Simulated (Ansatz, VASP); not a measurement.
# InB2 in two plane-wave programs, part 2 of 2

Aim: how closely do two programs agree when they are given the same cell, functional and k mesh? The cell is generated by rule, not measured, and may not be a known phase. The cell is taken from a series of runs on this material, whose earlier steps may have relaxed, scaled, displaced or heated it; both programs get it as it stands.

VASP 6.6.1 and Ansatz 0.2.0.

So far: The structure; VASP: zone-centre phonons, PBEsol.

**2. VASP: zone-centre phonons, PBEsol (continued)**

Level of this step: PBEsol; plane waves and PAW (In_d, B); invented cell (VASP).

Numbers of over 12 decimals in the logs are rounded to 6 here.

Parts of OUTCAR (step 2):

```text
ion  position               nearest neighbor table
   1  0.204  0.204  0.000-   3 2.40   4 2.40   5 2.72   6 2.72   2 2.92   2 2.92   2 2.92   2 2.92
                             4 2.92   3 2.92   3 2.92   4 2.92   5 3.08   6 3.08   6 3.08   5 3.08
   2  0.954  0.454  0.500-   6 2.40   5 2.40   4 2.72   3 2.72   1 2.92   1 2.92   1 2.92   1 2.92
                             5 2.92   6 2.92   6 2.92   5 2.92   4 3.08   3 3.08   3 3.08   4 3.08
   3  0.572  0.907  0.665-   4 1.68   1 2.40   2 2.72   1 2.92   1 2.92   2 3.08   2 3.08
   4  0.243  0.907  0.335-   3 1.68   1 2.40   2 2.72   1 2.92   1 2.92   2 3.08   2 3.08
   5  0.657  0.493  0.835-   6 1.68   2 2.40   1 2.72   2 2.92   2 2.92   1 3.08   1 3.08
   6  0.657  0.822  0.165-   5 1.68   2 2.40   1 2.72   2 2.92   2 2.92   1 3.08   1 3.08

  LATTYP: Found a body centered tetragonal cell.
 ALAT       =     5.0940172780
 C/A-ratio  =     1.1183363109

 Subroutine GETGRP returns: Found  8 space group operations
 (whereof  4 operations were pure point group operations)

The static configuration has the point symmetry C_2v.
 The point group associated with its full space group is C_4v.

 Found    102 irreducible k-points:

   k-points           NKPTS =    102   k-points in BZ     NKDIM =    102   number of bands    NBANDS=     25

   dimension x,y,z NGX =    36 NGY =   36 NGZ =   36
   dimension x,y,z NGXF=    72 NGYF=   72 NGZF=   72

   ENCUT  =  500.0 eV  36.75 Ry    6.06 a.u.   8.37  8.37  8.37*2*pi/ulx,y,z

   NELECT =      38.0000    total number of electrons

 k-points in reciprocal lattice and weights: Automatic mesh
   0.00000000  0.00000000  0.00000000       0.001
   0.10000000  0.00000000 -0.00000000       0.008
   0.20000000  0.00000000 -0.00000000       0.008
   0.30000000  0.00000000  0.00000000       0.008
   0.40000000  0.00000000 -0.00000000       0.008
   0.50000000  0.00000000  0.00000000       0.004
   0.10000000  0.10000000  0.00000000       0.008
   0.20000000  0.10000000 -0.00000000       0.016
   0.30000000  0.10000000  0.00000000       0.016
[...]
-----------------------------------------------------------------------------------
    total drift:                                0.000000      0.000000      0.000636

 Eigenvectors and eigenvalues of the dynamical matrix
 ----------------------------------------------------

   1 f  =   25.964983 THz   163.142800 2PiTHz  866.098610 cm-1   107.382493 meV
             X         Y         Z           dx          dy          dz
      0.000000  0.000000  1.161211     0.000000   -0.000000   -0.028257
     -0.000000  2.547009  2.585417    -0.000000   -0.000000   -0.028257
      2.547009  0.839891  2.321354     0.000000    0.497474    0.046044
      2.547009 -0.839891  2.321354     0.000000   -0.497474    0.046044
      1.707117  2.547009  0.897147    -0.497474    0.000000    0.046044
      0.839891  0.000000  3.745560     0.497474    0.000000    0.046044

   2 f  =   24.773884 THz   155.658907 2PiTHz  826.367835 cm-1   102.456507 meV
             X         Y         Z           dx          dy          dz
      0.000000  0.000000  1.161211     0.000000   -0.000000   -0.022342
     -0.000000  2.547009  2.585417    -0.000000   -0.000000    0.022342
      2.547009  0.839891  2.321354     0.000000    0.491401    0.090970
      2.547009 -0.839891  2.321354     0.000000   -0.491401    0.090970
      1.707117  2.547009  0.897147     0.491401    0.000000   -0.090970
      0.839891  0.000000  3.745560    -0.491401   -0.000000   -0.090970

   3 f  =   10.396841 THz    65.325278 2PiTHz  346.801285 cm-1    42.997860 meV
             X         Y         Z           dx          dy          dz
      0.000000  0.000000  1.161211     0.041473    0.003161   -0.000000
     -0.000000  2.547009  2.585417    -0.270180   -0.000485   -0.000000
      2.547009  0.839891  2.321354    -0.084640   -0.005349   -0.005807
      2.547009 -0.839891  2.321354    -0.084640   -0.005349    0.005807
      1.707117  2.547009  0.897147     0.457203    0.000990   -0.496362
      0.839891  0.000000  3.745560     0.457203    0.000990    0.496362

   4 f  =   10.396841 THz    65.325278 2PiTHz  346.801285 cm-1    42.997860 meV
             X         Y         Z           dx          dy          dz
      0.000000  0.000000  1.161211    -0.000485    0.270180    0.000000
     -0.000000  2.547009  2.585417     0.003161   -0.041473   -0.000000
      2.547009  0.839891  2.321354     0.000990   -0.457203   -0.496362
      2.547009 -0.839891  2.321354     0.000990   -0.457203    0.496362
      1.707117  2.547009  0.897147    -0.005349    0.084640    0.005807
      0.839891  0.000000  3.745560    -0.005349    0.084640   -0.005807

   5 f  =    7.840597 THz    49.263922 2PiTHz  261.534154 cm-1    32.426088 meV
             X         Y         Z           dx          dy          dz
      0.000000  0.000000  1.161211    -0.000000    0.000000   -0.280055
     -0.000000  2.547009  2.585417     0.000000   -0.000000   -0.280055
      2.547009  0.839891  2.321354     0.000000   -0.050193    0.456361
      2.547009 -0.839891  2.321354     0.000000    0.050193    0.456361
      1.707117  2.547009  0.897147     0.050193    0.000000    0.456361
      0.839891  0.000000  3.745560    -0.050193   -0.000000    0.456361

   6 f  =    6.463610 THz    40.612062 2PiTHz  215.602836 cm-1    26.731333 meV
             X         Y         Z           dx          dy          dz
      0.000000  0.000000  1.161211     0.000000   -0.000000   -0.000000
     -0.000000  2.547009  2.585417    -0.000000    0.000000    0.000000
      2.547009  0.839891  2.321354     0.500000   -0.000000    0.000000
      2.547009 -0.839891  2.321354    -0.500000   -0.000000   -0.000000
      1.707117  2.547009  0.897147     0.000000   -0.500000    0.000000
      0.839891  0.000000  3.745560    -0.000000    0.500000    0.000000

   7 f  =    4.529172 THz    28.457625 2PiTHz  151.076904 cm-1    18.731140 meV
             X         Y         Z           dx          dy          dz
      0.000000  0.000000  1.161211    -0.000000   -0.000000    0.702640
     -0.000000  2.547009  2.585417     0.000000   -0.000000   -0.702640
      2.547009  0.839891  2.321354     0.000000    0.005638    0.055826
      2.547009 -0.839891  2.321354    -0.000000   -0.005638    0.055826
      1.707117  2.547009  0.897147     0.005638    0.000000   -0.055826
      0.839891  0.000000  3.745560    -0.005638    0.000000   -0.055826

   8 f  =    4.173274 THz    26.221456 2PiTHz  139.205445 cm-1    17.259268 meV
             X         Y         Z           dx          dy          dz
      0.000000  0.000000  1.161211    -0.006002   -0.592951    0.000000
     -0.000000  2.547009  2.585417     0.004721    0.753807   -0.000000
      2.547009  0.839891  2.321354     0.000720   -0.171226   -0.050578
      2.547009 -0.839891  2.321354     0.000720   -0.171226    0.050578
      1.707117  2.547009  0.897147     0.001363   -0.090463   -0.000403
      0.839891  0.000000  3.745560     0.001363   -0.090463    0.000403

   9 f  =    4.173274 THz    26.221456 2PiTHz  139.205445 cm-1    17.259268 meV
             X         Y         Z           dx          dy          dz
      0.000000  0.000000  1.161211    -0.753807    0.004721   -0.000000
     -0.000000  2.547009  2.585417     0.592951   -0.006002    0.000000
      2.547009  0.839891  2.321354     0.090463    0.001363    0.000403
      2.547009 -0.839891  2.321354     0.090463    0.001363   -0.000403
      1.707117  2.547009  0.897147     0.171226    0.000720   -0.050578
      0.839891  0.000000  3.745560     0.171226    0.000720    0.050578

  10 f  =    3.137909 THz    19.716061 2PiTHz  104.669361 cm-1    12.977341 meV
             X         Y         Z           dx          dy          dz
      0.000000  0.000000  1.161211     0.095726    0.043804    0.000000
     -0.000000  2.547009  2.585417     0.389728    0.010759   -0.000000
      2.547009  0.839891  2.321354    -0.546437   -0.027488    0.026319
      2.547009 -0.839891  2.321354    -0.546437   -0.027488   -0.026319
      1.707117  2.547009  0.897147    -0.244565   -0.061417   -0.234162
      0.839891  0.000000  3.745560    -0.244565   -0.061417    0.234162

  11 f  =    3.137909 THz    19.716061 2PiTHz  104.669361 cm-1    12.977341 meV
             X         Y         Z           dx          dy          dz
      0.000000  0.000000  1.161211    -0.010759    0.389728    0.000000
     -0.000000  2.547009  2.585417    -0.043804    0.095726   -0.000000
      2.547009  0.839891  2.321354     0.061417   -0.244565    0.234162
      2.547009 -0.839891  2.321354     0.061417   -0.244565   -0.234162
      1.707117  2.547009  0.897147     0.027488   -0.546437    0.026319
      0.839891  0.000000  3.745560     0.027488   -0.546437   -0.026319

  12 f  =    0.000771 THz     0.004842 2PiTHz    0.025703 cm-1     0.003187 meV
             X         Y         Z           dx          dy          dz
      0.000000  0.000000  1.161211    -0.002762   -0.648743    0.000000
     -0.000000  2.547009  2.585417    -0.002763   -0.648531    0.000000
      2.547009  0.839891  2.321354    -0.000848   -0.199055   -0.000067
      2.547009 -0.839891  2.321354    -0.000848   -0.199055    0.000067
      1.707117  2.547009  0.897147    -0.000848   -0.199092    0.000000
      0.839891  0.000000  3.745560    -0.000848   -0.199092   -0.000000

  13 f  =    0.000771 THz     0.004842 2PiTHz    0.025703 cm-1     0.003187 meV
             X         Y         Z           dx          dy          dz
      0.000000  0.000000  1.161211     0.648531   -0.002763   -0.000000
     -0.000000  2.547009  2.585417     0.648743   -0.002762   -0.000000
      2.547009  0.839891  2.321354     0.199092   -0.000848   -0.000000
      2.547009 -0.839891  2.321354     0.199092   -0.000848    0.000000
      1.707117  2.547009  0.897147     0.199055   -0.000848   -0.000067
      0.839891  0.000000  3.745560     0.199055   -0.000848    0.000067
    [... 43 further lines ...]
      1.707117  2.547009  0.897147    -0.018578   -0.377283   -0.020446
      0.839891  0.000000  3.745560    -0.018578   -0.377283    0.020446

 ELASTIC MODULI CONTR FROM IONIC RELAXATION (kBar)
 Direction    XX          YY          ZZ          XY          YZ          ZX
 --------------------------------------------------------------------------------
 XX        -697.5879      6.4626   -150.6904     -0.0000     -0.0000      0.0000
 YY           6.4626   -697.5879   -150.6904      0.0000      0.0000     -0.0000
 ZZ        -150.6904   -150.6904   -180.8120      0.0000     -0.0000     -0.0000
 XY          -0.0000      0.0000      0.0000    -36.5095      0.0000     -0.0000
 YZ           0.0000      0.0000      0.0000      0.0000   -270.7002     -0.0000
 ZX           0.0000     -0.0000     -0.0000     -0.0000     -0.0000   -284.7766
 --------------------------------------------------------------------------------
```

The PAW data sets were made with PBE, which is usual practice but a small mismatch for other functionals.

**3. Ansatz: zone-centre phonons, PBEsol**

Ansatz runs on norm-conserving files, of PseudoDojo where its log says so.

The same cell, functional, mesh and smearing now go to Ansatz, which takes its cutoff from its data sets.

File input.yaml:

```yaml
crystal:
  lattice:
    - [-2.547008639, 2.547008639, 2.8484122451]
    - [2.547008639, -2.547008639, 2.8484122451]
    - [2.547008639, 2.547008639, -2.8484122451]
  atoms:
    - { symbol: In, position: [0.2038347613, 0.2038347613, 0.0] }
    - { symbol: In, position: [0.9538347613, 0.4538347613, 0.5] }
    - { symbol: B, position: [0.5723599943, 0.9074820216, 0.6648779727] }
    - { symbol: B, position: [0.2426040489, 0.9074820216, 0.3351220273] }
    - { symbol: B, position: [0.6574820216, 0.4926040489, 0.8351220273] }
    - { symbol: B, position: [0.6574820216, 0.8223599943, 0.1648779727] }
kpoints:
  mp_grid: { grid: [10, 10, 10] }
hamiltonian:
  xc: pbesol
  pseudopotentials: { kind: nc }
scf:
  occupations: { method: methfessel_paxton, width: 0.2 }
output:
  eigenvalues: true
phonons:
  method: dfpt
```

Launch:

```console
$ ansatz run input.yaml --threads 8 --pin off --max-ram 14336MiB --backend cpu --events-out ev --progress --plain --runs-dir out
```

The log of the run:

```text
zone centre: on kpoints.mp_grid the ground state, and the responses unless they are solved on pairs of k-points, stand on 282 of the mesh's 1000 k-points, reduced under 2 symmetry operations, with k and −k counted as one. Each operation leaves every solved displacement unchanged or reverses it
Engine: ansatz 0.2.0, x86_64-unknown-linux-gnu
Pseudopotentials: kind: nc
Pseudopotential: In, nc, valence charge 13, recommended cutoff 952.398519 eV (normal), In.nc.azcp (PseudoDojo's, or run here from an input of PseudoDojo's: the run reads no file of this project's for it)
Pseudopotential: B, nc, valence charge 3, recommended cutoff 1034.032677 eV (normal), B.nc.azcp (PseudoDojo's, or run here from an input of PseudoDojo's: the run reads no file of this project's for it)
Functional definition: PBEsol
  exchange = pbesol_x
  correlation = pbesol_c
Crystal: 6 atoms, lattice volume = 73.913 Å³
Basis set: ecut = 1034.032677 eV, 5571 PW (Γ), exchange–correlation on 120×120×120 points (8 copies of the dense FFT grid, shifted against one another)
Bands: 25, of which v1, the nominal top of the filled ones, is band 19 counted from 1 (18 counted from 0)
Symmetry: 8 space group operations
k-points: 282 of 1000 (irreducible under 2 space group operations, time reversal used)
Non-local potential: In, projectors of the file, l = 0: 2, l = 1: 2, l = 2: 2
Non-local potential: B, projectors of the file, l = 0: 2, l = 1: 2
Initial density: superposition of atomic densities (chi_scale 0.1, normalization cell, long waves kept (reshape's long-wave potential 0.00 eV rms))
Initial wavefunctions: pseudopotential atomic-orbital guess
Functional: x = pbesol(κ = 0.804, μ = 0.123457), c = pbesol(β = 0.046)
SCF iter   1: F=—  HF=-3921.410950 eV  |F-HF|=—  |Δ(HF+E_count)|=         —  Δρ=5.57e-2  dr2=4.06e0  ethr=3.10e-3  ⟨swp⟩=5.9  Hψ=31767  notcnv=0
preconditioner: auto → Kerker (q_TF=auto, 2.442 Å⁻¹)  [metal: Δε(μ)=0.026 eV  Ē_g=12.170 eV  σ=0.200 eV  W_gap=0.11  n_scr=14 (ndim 8)  ℏωp=26.6 eV  f_vac=0.000  D(μ)=2.09/eV (n_scr^D=14)]
SCF iter   2: F=—  HF=-3920.505268 eV  |F-HF|=—  |Δ(HF+E_count)|=   9.06e-1  S|Δr|=    0.00e0  Δρ=3.12e-2  dr2=1.30e0  ethr=3.10e-3  ⟨swp⟩=3.4  Hψ=12498  notcnv=0  defer=241
SCF iter   3: F=—  HF=-3920.088747 eV  |F-HF|=—  |Δ(HF+E_count)|=   4.17e-1  S|Δr|=    0.00e0  Δρ=4.06e-3  dr2=8.07e-3  ethr=3.10e-3  ⟨swp⟩=3.0  Hψ=11561  notcnv=0  defer=241
SCF iter   4: F=—  HF=-3920.089483 eV  |F-HF|=—  |Δ(HF+E_count)|=   7.36e-4  S|Δr|=    0.00e0  Δρ=9.52e-4  dr2=4.58e-4  ethr=2.12e-5  ⟨swp⟩=3.0  Hψ=15159  notcnv=0  defer=235
SCF iter   5: F=—  HF=-3920.089359 eV  |F-HF|=—  |Δ(HF+E_count)|=   1.25e-4  S|Δr|=    0.00e0  Δρ=2.50e-4  dr2=2.64e-5  ethr=1.21e-6  ⟨swp⟩=2.6  Hψ=12569  notcnv=0  defer=235
SCF iter   6: F=—  HF=-3920.089362 eV  |F-HF|=—  |Δ(HF+E_count)|=   2.77e-6  S|Δr|=    0.00e0  Δρ=5.86e-5  dr2=1.98e-6  ethr=6.93e-8  ⟨swp⟩=3.5  Hψ=16626  notcnv=0  defer=235
SCF iter   7: F=—  HF=-3920.089239 eV  |F-HF|=—  |Δ(HF+E_count)|=   1.23e-4  S|Δr|=    0.00e0  Δρ=1.03e-5  dr2=5.94e-8  ethr=5.21e-9  ⟨swp⟩=2.5  Hψ=13491  notcnv=0  defer=235
SCF iter   8: F=—  HF=-3920.089239 eV  |F-HF|=—  |Δ(HF+E_count)|=   2.95e-9  S|Δr|=    0.00e0  Δρ=2.69e-6  dr2=2.97e-9  ethr=1.56e-10  ⟨swp⟩=3.1  Hψ=15139  notcnv=0  defer=235
SCF iter   9: F=—  HF=-3920.089239 eV  |F-HF|=—  |Δ(HF+E_count)|=  5.43e-10  S|Δr|=    0.00e0  Δρ=4.39e-7  dr2=1.30e-10  ethr=7.82e-12  ⟨swp⟩=2.8  Hψ=13873  notcnv=0  defer=235
SCF iter  10: F=-3920.089239 eV  HF=-3920.089239 eV  |F-HF|=0.00e0  |Δ(HF+E_count)|=  2.27e-12  S|Δr|=    0.00e0  Δρ=8.49e-8  dr2=3.64e-12  ethr=1.00e-12  ⟨swp⟩=17.6  Hψ=60719  notcnv=0
SCF 1 converged in 10 iterations: F = -3920.089239 eV  dr2 = 3.64e-12
DFPT response loops at Γ: preconditioner auto → Kerker (q_TF=auto, 2.442 Å⁻¹) (partly filled bands, converged f_vac=0.000); β = 1.00, the filter's whole step (`scf.mixing.beta` (0.50) is not read by the response loops under this deck's `scf.mixing.preconditioner`; to damp them name `kerker` or `kerker_dos`, under which they read `scf.mixing.beta`, and type it under 1.00, their step now; both keys bind the ground state too); Broyden in place of MSR1
SCF converged after 10 iterations
Stability not checked: this state was not tested for a lower state beside it, because cold or Methfessel-Paxton smearing, or corrected tetrahedra, fill the levels in a way that the test cannot read (fill_not_monotonic; see scf.lower_state_search)
Free energy (F): -3920.089239 eV
Harris-Foulkes:  -3920.089239 eV  (|F-HF|=0.00e0)
Internal energy: -3920.090197 eV  (E = F + TS)
E sigma→0 (E₀):  -3920.089479 eV
Entropy (-TS):   0.000959 eV (0.160 meV/atom)
Fermi energy:    11.873695 eV
--- Per-component energies (eV) ---
  E_band       = 56.206676
  E_kinetic    = 2470.536410
  E_local      = -2391.543206  (includes V_loc(G=0)·N_el)
  E_nonlocal   = -786.629089
  E_hartree    = 771.361676
  E_xc         = -1206.871281
  E_vxc        = -778.880806  (∫ρ·V_xc dr)
  E_ewald      = -2776.944707
  E_smearing   = 0.000959  (= −TS)
  E_closure    = -0.000000  (closes the sum)
  Σ components = -3920.089239   (vs F -3920.089239, Δ=0.00e0)
--- Band table (eV; the first three rows and the last of 282) ---
  k-point 0: bands = [... 15 lower, 8.1885, 8.9451, 9.0249, 9.0249, 10.5731, 10.9741, 11.7020, 11.7020, ... 2 higher]
  k-point 1: bands = [... 15 lower, 8.0136, 8.7984, 9.2462, 9.8261, 10.1820, 11.0072, 12.0660, 12.9804, ... 2 higher]
  k-point 2: bands = [... 15 lower, 7.3489, 9.1122, 9.1457, 10.9526, 11.0855, 11.6063, 12.9834, 14.2023, ... 2 higher]
  k-point 281: bands = [... 15 lower, 4.5079, 11.6776, 11.6776, 13.0684, 13.0684, 14.2912, 14.2912, 14.3760, ... 2 higher]
--- Phonons (Γ-DFPT): 6 representative perturbations + reference, on 282 of 1000 k-points (Σ response iterations 18) ---
  k mesh reduced under 2 symmetry operations, with k and −k counted as one. Each operation leaves every solved displacement unchanged or reverses it
  ASR residual: 7.766e-5 → 0.000e0 eV/Å²; symmetrization residual: 1.434e-6 eV/Å²
  ASR residual per site (eV/Å²): 7.77e-5 7.77e-5 1.53e-5 1.53e-5 1.53e-5 1.53e-5
  Γ frequencies (cm⁻¹): -419.66 -419.66 -401.82 -260.47 0.00 0.00 0.00 105.99 105.99 139.78 139.78 151.68 214.99 263.67 348.78 348.78 830.14 870.87
  non-analytic LO–TO correction: not included (Born effective charges unavailable; polar crystals: no LO–TO splitting at Γ)
```

**4. Differences**

Known differences besides the potentials themselves: the cutoff is 1034.03 eV in Ansatz and 500 eV in VASP. Total energies have different zeros and are not compared.

The two programs side by side:

```csv
quantity,Ansatz,VASP,difference
"optical mode 1 to 2 (imaginary, printed as negative) (cm⁻¹)",-419.7,-419.6,0.0
"optical mode 3 (imaginary, printed as negative) (cm⁻¹)",-401.8,-401.0,-0.8
"optical mode 4 (imaginary, printed as negative) (cm⁻¹)",-260.5,-261.4,+0.9
optical mode 5 to 6 (cm⁻¹),106.0,104.7,+1.26 %
optical mode 7 to 8 (cm⁻¹),139.8,139.2,+0.41 %
optical mode 9 (cm⁻¹),151.7,151.1,+0.40 %
optical mode 10 (cm⁻¹),215.0,215.6,-0.28 %
optical mode 11 (cm⁻¹),263.7,261.5,+0.82 %
optical mode 12 to 13 (cm⁻¹),348.8,346.8,+0.57 %
optical mode 14 (cm⁻¹),830.1,826.4,+0.46 %
optical mode 15 (cm⁻¹),870.9,866.1,+0.55 %
```

Modes are paired by rising frequency, not by their patterns, so a pair may set unlike modes beside each other; they are those without the splitting of longitudinal modes.

**5. What came out**

```
r.m.s. difference of the optical zone-centre modes, each program's sorted by frequency (zone-centre phonons, PBEsol) : 1.9 cm⁻¹
difference in optical mode 5 to 6 (zone-centre phonons, PBEsol)                                                      : +1.3 %
```

What this shows: The r.m.s. difference of the optical zone-centre modes, each program's sorted by frequency is 1.9 cm⁻¹ (zone-centre phonons, PBEsol). Among the rows given in per cent, the largest difference of the zone-centre phonons, PBEsol pair is in optical mode 5 to 6, +1.3 %. How closely two codes agree says nothing of how well the functional describes the real material.

[Lines on the potential files, build, host, timing and source positions are cut from VASP's logs without a mark.]

[Logs are printed without paths, hosts, clocks, repeated set-up lines and the standing remarks that a program may print on its own settings, such as how far it seeks lower states.]

[Hosts, paths, dates, database ids (printed as entryN), source tags and the programs' standing remarks are cut or masked in the printed files.]
